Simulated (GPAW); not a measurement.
# BN (P6_3/mmc) in GPAW: single point with PBE

Aim: the single point of BN with PBE.

Program: GPAW 26.7.0. These are calculated values, not measurements. Logs are shortened: lines on timing, memory, paths and dates and some standing lists are left out, and cuts for length are marked. The log counts tension as positive stress, the text compression.

## Step 1: The crystal as given

The structure is hexagonal, space group P6_3/mmc (No. 194). Conventional cell: a = 2.498 Å, b = 2.498 Å, c = 6.636 Å, α = 90.00°, β = 90.00°, γ = 120.00°. N (site symmetry -6m2) has 3 B at 1.44 Å as nearest neighbours. B (site symmetry -6m2) has 3 N at 1.44 Å as nearest neighbours.

## Step 2: Single point, PBE

Contents of run.py:

```python
from ase.dft.bandgap import bandgap
from ase.io import read, write
from ase.units import GPa
from gpaw import GPAW, PW

atoms = read('POSCAR')

calc = GPAW(mode=PW(650),
            xc='PBE',
            kpts={'size': (10, 10, 4), 'gamma': True},
            occupations={'name': 'fermi-dirac', 'width': 0.05},
            nbands=18,
            maxiter=120,
            txt='gpaw.txt')
atoms.calc = calc
energy = atoms.get_potential_energy()
forces = atoms.get_forces()
stress = atoms.get_stress()
calc.write('gs.gpw')
write('result.traj', atoms)
print(f'Energy: {energy:.6f} eV')
print('Forces (eV/A):')
print(forces.round(4))
print('Stress (GPa):', (stress / GPa).round(3))
print('Fermi level:', round(calc.get_fermi_level(), 4), 'eV')
print(f'Gap: {bandgap(calc)[0]:.4f} eV, direct: {bandgap(calc, direct=True)[0]:.4f} eV')
```

Contents of POSCAR:

```
BN
1.0
    2.4982400000      0.0000000000      0.0000000000
   -1.2491200000      2.1635393048      0.0000000000
    0.0000000000      0.0000000000      6.6357000000
N B
2 2
Direct
    0.6666666667      0.3333333333      0.2500000000
    0.3333333333      0.6666666667      0.7500000000
    0.6666666667      0.3333333333      0.7500000000
    0.3333333333      0.6666666667      0.2500000000
```

Potentials or basis: GPAW PAW data sets (gpaw-data 1.2.1), pw.

The run is started by

```console
$ OMP_NUM_THREADS=1 python run.py
```

gpaw.txt:

```text
__  _  _
 | _ |_)|_||  |
 |__||  | ||/\| - 26.7.0

Input parameters:
  mode=PW(ecut=650.0),
  kpts=MonkhorstPack(size=(10, 10, 4), gamma=True),
  maxiter=120,
  nbands=18,
  occupations=Occupations(name='fermi-dirac', width=0.05),
  xc=XC(name='PBE')

Diagonalizing LCAO Hamiltonian
Converting LCAO to pw mode

        N B

        B N

Atoms  # Å, Bohr magnetons
|   | symbol |         x |        y |        z |    initial magnetic moments |
|---|--------|-----------|----------|----------|-----------------------------|
| 0 |      N |  1.249120 | 0.721180 | 1.658925 | ( 0.0000,  0.0000,  0.0000) |
| 1 |      N | -0.000000 | 1.442360 | 4.976775 | ( 0.0000,  0.0000,  0.0000) |
| 2 |      B |  1.249120 | 0.721180 | 4.976775 | ( 0.0000,  0.0000,  0.0000) |
| 3 |      B | -0.000000 | 1.442360 | 1.658925 | ( 0.0000,  0.0000,  0.0000) |

Unit cell  # Å
| periodic |         x |        y |        z |  lengths |     angles |
|----------|-----------|----------|----------|----------|------------|
|      yes |  2.498240 | 0.000000 | 0.000000 | 2.498240 |  90.000000 |
|      yes | -1.249120 | 2.163539 | 0.000000 | 2.498240 |  90.000000 |
|      yes |  0.000000 | 0.000000 | 6.635700 | 6.635700 | 120.000000 |

Number of symmetries: 12
Symmetry operations  # r_c * U_cc + t_c -> r_c
|    | kind |            matrix            |
|----|------|------------------------------|
|  0 |  σ   |  1, 1, 0,  0,-1, 0,  0, 0, 1 |
|  1 |  S6  |  1, 1, 0, -1, 0, 0,  0, 0,-1 |
|  2 |  E   |  1, 0, 0,  0, 1, 0,  0, 0, 1 |
|  3 |  C2  |  1, 0, 0, -1,-1, 0,  0, 0,-1 |
|  4 |  C2  |  0, 1, 0,  1, 0, 0,  0, 0,-1 |
|  5 |  C3  |  0, 1, 0, -1,-1, 0,  0, 0, 1 |
|  6 |  S6  |  0,-1, 0,  1, 1, 0,  0, 0,-1 |
|  7 |  σ   |  0,-1, 0, -1, 0, 0,  0, 0, 1 |
|  8 |  σ   | -1, 0, 0,  1, 1, 0,  0, 0, 1 |
|  9 |  i   | -1, 0, 0,  0,-1, 0,  0, 0,-1 |
| 10 |  C3  | -1,-1, 0,  1, 0, 0,  0, 0, 1 |
| 11 |  C2  | -1,-1, 0,  0, 1, 0,  0, 0,-1 |

BZ-sampling:
  Number of BZ points: 400
  Number of IBZ points: 50

  Monkhorst-Pack size: [10, 10, 4]
  Monkhorst-Pack shift: [0.05, 0.05, 0.125]

K-points  # in reciprocal-cell coordinates
|     |                                coordinates |     weight |
|-----|--------------------------------------------|------------|
|   0 | (  0.00000000,   0.00000000,   0.00000000) | 0.00250000 |
|   1 | (  0.00000000,   0.00000000,   0.25000000) | 0.00500000 |
|   2 | (  0.00000000,   0.00000000,   0.50000000) | 0.00250000 |
|   3 | (  0.10000000,   0.00000000,  -0.25000000) | 0.01500000 |
|   4 | (  0.10000000,   0.00000000,   0.00000000) | 0.01500000 |
|   5 | (  0.10000000,   0.00000000,   0.25000000) | 0.01500000 |
|   6 | (  0.10000000,   0.00000000,   0.50000000) | 0.01500000 |
|   7 | (  0.20000000,  -0.10000000,   0.00000000) | 0.01500000 |
|   8 | (  0.20000000,  -0.10000000,   0.25000000) | 0.03000000 |
|   9 | (  0.20000000,  -0.10000000,   0.50000000) | 0.01500000 |
| ... |                                            |            |
|  49 | (  0.50000000,   0.50000000,   0.50000000) | 0.00750000 |

Plane wave coefficients: 1370
Cutoff: 650.0 eV

Spin-components: 1 (collinear spins)
Bands:           18
Projectors:      20
Spin-degeneracy: 2
Datatype:        complex128

Parallelization:
  kpt:    1
  domain: 1
  band:   1

Density:
  Valence electrons: 16.0
  Components: 1
  Grid points: [15 15 40]
  Charge: 0.0  # |e|

Potential:
  Grid points: [15 15 40]

species:
  N:
    name:    Nitrogen
    Z:       7.0
    valence: 5
    core:    2
    charge:  0.0  # [|e|]
    compensation charges:
      type: gauss
      rc: 0.18  # [Å]
      lmax: 2
    cutoffs:
      filter: 1.11  # [Å]
      core: 0.96  # [Å]
    projectors
    | kind |    occ | energy [eV] | rcut [Å] |
    |------|--------|-------------|----------|
    |   2s |  2.000 |     -18.583 |    0.603 |
    |   2p |  3.000 |      -7.089 |    0.529 |
    |    s |        |       8.629 |    0.603 |
    |    p |        |      20.123 |    0.529 |
    |    d |        |       0.000 |    0.577 |

    Using partial waves for N as LCAO basis

  B:
    name:    Boron
    Z:       5.0
    valence: 3
    core:    2
    charge:  0.0  # [|e|]
    compensation charges:
      type: gauss
      rc: 0.20  # [Å]
      lmax: 2
    cutoffs:
      filter: 1.14  # [Å]
      core: 1.38  # [Å]
    projectors
    | kind |    occ | energy [eV] | rcut [Å] |
    |------|--------|-------------|----------|
    |   2s |  2.000 |      -9.443 |    0.635 |
    |   2p |  1.000 |      -3.606 |    0.635 |
    |    s |        |      17.768 |    0.635 |
    |    p |        |      23.605 |    0.635 |
    |    d |        |       0.000 |    0.635 |

    Using partial waves for B as LCAO basis

Reference energy: -4302.422143  # eV

eigensolver:
  PPCG
  Converge bands: occupied
  niter=2

density mixing:
  MSR1-Mixer
  Pratt-step length: 0.05
  Maximum mixing coefficient: 0.75
  Old densities: 10
  SVD Regularization: 0.005
  Good broyden scale: 1.0
  Trust region scale: 1.0
  Backstep threshold: 4.0
  History deletion threshold: 6.0
  Fourier metric: weight=20.0, sigma=0.015

occupation numbers:
  Fermi-Dirac:
    width: 0.0500  # eV

poisson solver:
  ecut: 5200.0  # eV

xc functional:
  name: PBE with 2 nearest neighbor stencil

convergence criteria:
- Maximum [total energy] change in last 3 cyles: 0.0005 eV / valence electron
- Maximum integral of absolute [dens]ity change: 0.0001 electrons / valence electron
- Maximum integral of absolute [eigenst]ate change: 4e-08 eV^2 / valence electron
maximum number of iterations: 120

SCF iterations
|iter     | |      energy | eigst |  dens |
|---------|-|-------------|-------|-------|
|iter:   1| |  -38.184212 | +0.46 |       |
|iter:   2| |  -37.551647 | -1.34 | -0.64 |
|iter:   3| |  -35.111985 | -0.83 | -0.69 |
|iter:   4| |  -35.066276 | -2.24 | -1.32 |
|iter:   5| |  -35.065075 | -2.99 | -1.71 |
|iter:   6| |  -35.065504c| -4.40 | -2.31 |
|iter:   7| |  -35.065508c| -6.04 | -3.40 |
|iter:   8| |  -35.065509c| -7.59c| -3.98 |
|iter:   9| |  -35.065509c| -7.80c| -4.82c|

Converged in 9 steps
Energy contributions relative to reference atoms: (reference = -4302.422143)

Energy contributions:
  Kinetic:          35.734748
  Coulomb:         -35.548135
  Zero:              0.060028
  External:          0.000000
  Xc:              -35.312150
  Entropy:          -0.000000
  Spinorbit:         0.000000
  ----------------------------
  Free energy:     -35.065509
  Extrapolated:    -35.065509

dipole moment: (0.000000, 0.000000, 0.000001)  # |e|*Ang

Fermi level: 5.118
Eigenvalues  # (at kpt = [0.000, 0.000, 0.000])
| band index |      eig [eV] | occ [0-2] |
|------------|---------------|-----------|
|          0 |       -13.771 |     2.000 |
|          1 |       -13.476 |     2.000 |
|          2 |        -2.177 |     2.000 |
|          3 |        -0.052 |     2.000 |
|          4 |         2.755 |     2.000 |
|          5 |         2.755 |     2.000 |
[... 8 lines left out ...]
|         14 |        16.427 |     0.000 |
|         15 |        17.183 |     0.000 |
|        ... |               |           |
|         17 |        20.776 |     0.000 |

Gap: 4.244 eV
Transition (v -> c):
  (s=0, k=33, n=7, [0.40, 0.30, 0.00]) -> (s=0, k=47, n=8, [0.50, 0.50, 0.00])
Direct/indirect transitions are different
Direct gap: 4.684 eV
Transition at: (s=0, k=36, n=7, [0.40, 0.40, 0.00])

Forces  # eV/Ang
|        x |        y |        z |
|----------|----------|----------|
|  0.00000 |  0.00000 | -0.00029 |  # N    0
| -0.00000 |  0.00000 |  0.00029 |  # N    1
| -0.00000 | -0.00000 |  0.00024 |  # B    2
| -0.00000 | -0.00000 | -0.00024 |  # B    3

Stress tensor  # eV/Ang^3
|         x |         y |        z |
|-----------|-----------|----------|
| -0.009580 |  0.000000 | 0.000000 |
|  0.000000 | -0.009580 | 0.000000 |
|  0.000000 |  0.000000 | 0.012865 |

# Writing to gs.gpw (mode='')
```

stdout:

```text
Energy: -35.065509 eV
Forces (eV/A):
[[ 0.      0.     -0.0003]
 [-0.      0.      0.0003]
 [-0.     -0.      0.0002]
 [-0.     -0.     -0.0002]]
Stress (GPa): [-1.535 -1.535  2.061  0.     0.     0.   ]
Fermi level: 5.1182 eV
Gap: 4.2439 eV, direct: 4.6837 eV
```

Run time: 19 s. Hardware: 1 thread of Arm Neoverse V1, shared host; peak memory 0.16 GiB.

What came out:

| Quantity | Value |
| --- | --- |
| Free energy | -35.0655 eV |
| Pressure | 0.3 GPa |
| Band gap on the k mesh | 4.24 eV, indirect (least direct gap 4.68 eV) |

Caveat: the cutoff is short for stress and forces, so pressures can be off by a GPa or more; this functional lacks dispersion, which binds the layers, so the pressure and a relaxed spacing across them are unreliable. A k mesh can miss the band edges.
